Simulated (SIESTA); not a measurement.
Runs of SIESTA 5.4.2 on CsPbCl3. It takes space group Pm-3m (No. 221, cubic). The conventional cell has a = 5.605 Å, b = 5.605 Å, c = 5.605 Å, α = 90.00°, β = 90.00°, γ = 90.00°. Around Pb (site symmetry m-3m) lie 6 Cl at 2.80 Å. Around Cs (site symmetry m-3m) lie 12 Cl at 3.96 Å. Cl (site symmetry 4/mmm) has 2 Pb at 2.80 Å as nearest neighbours. 

| task | level | potentials or basis | cell | gap on the mesh (eV) | pressure (GPa) |
| --- | --- | --- | --- | --- | --- |
| single point | PBE | PseudoDojo 0.4 standard (PBE files), DZP (energy shift 0.003 Ry; two zetas on semicore shells; d shell added on Cs) | as given | 2.96 | 2.1 |
| single point | PBE | PseudoDojo 0.4 standard (PBE files), DZP (energy shift 0.003 Ry; two zetas on semicore shells; d shell added on Cs) | atoms moved at random, drawn with an rms of 0.05 Å | 2.94 | 2.1 |
| band structure | PBEsol | PseudoDojo 0.4 standard (PBEsol files), DZP (energy shift 0.003 Ry; two zetas on semicore shells; d shell added on Cs) | as given | - | (a) |
| band structure | PBE | PseudoDojo 0.4 standard (PBE files), DZP (energy shift 0.003 Ry; two zetas on semicore shells; d shell added on Cs) | as given | - | 2.1 |

Alike in all rows: no spin polarisation; k mesh 5 × 5 × 5; smearing fermi-dirac 0.05 eV; grid cutoff 800 Ry; energy shift 0.003 Ry.

Question: Fill in the values left out.

Answer: (a) 0.5.

Caveats: the basis of atomic orbitals isn't converged, which shifts pressures, moduli and gaps; spin-orbit coupling is left out, which as a rule narrows the gap of such compounds by several tenths of an eV (some runs); an odd mesh through Γ misses points on the zone boundary, where band edges often lie (some runs); spin-orbit coupling is left out, which moves the levels of the heavy elements (some runs).

A k mesh can miss the band edges, and the runs leave out spin-orbit coupling on Cs, Pb.
